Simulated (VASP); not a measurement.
The system is NiO.

```
CELL_PARAMETERS angstrom
0.00000 2.08590 2.08590
2.08590 0.00000 2.08590
2.08590 2.08590 0.00000
ATOMIC_POSITIONS crystal
Ni 0.00000 0.00000 0.00000
O 0.50000 0.50000 0.50000
```

```yaml
Program: VASP 6.6.1
Task: relaxation of cell and atoms
Functional: PBEsol
Potentials_or_basis: VASP PAW PBE potentials, release 64 (Ni, O)
Cutoff: 600 eV
k_mesh: 11 × 11 × 11
Occupations: fermi-dirac, width 0.05 eV
Spin: collinear spin, ferromagnetic start
Starting_moments: "[1.0, 0.0] μB"
```

At the start: pressure -7.8 GPa; volume 9.08 Å³/atom.

Q: Where does the relaxation end?

A: Over 3 steps the energy falls by 9.3 meV/atom and the volume is 8.71 Å³/atom (-4.0 %); space group Fm-3m (No. 225, to 0.05 Å); moment 1.24 μB per cell.

The path:
| step | energy change (eV) | largest force (eV/Å) | pressure (GPa) | volume (Å³) |
| --- | --- | --- | --- | --- |
| 1 | 0.0000 | 0.0000 | -7.82 | 18.15 |
| 2 | -0.0121 | 0.0000 | 5.21 | 17.01 |
| 3 | -0.0186 | 0.0000 | 0.08 | 17.42 |

Final structure:
```
Ni O
1.0
     0.00000    2.05747    2.05747
     2.05747    0.00000    2.05747
     2.05747    2.05747    0.00000
Ni O
1 1
Direct
  0.00000 0.00000 0.00000
  0.50000 0.50000 0.50000
```

Caveat: the PAW data sets were made with another functional, which shifts forces and pressure a little; a cell with one magnetic atom can't hold antiferromagnetic order, which such compounds often take.
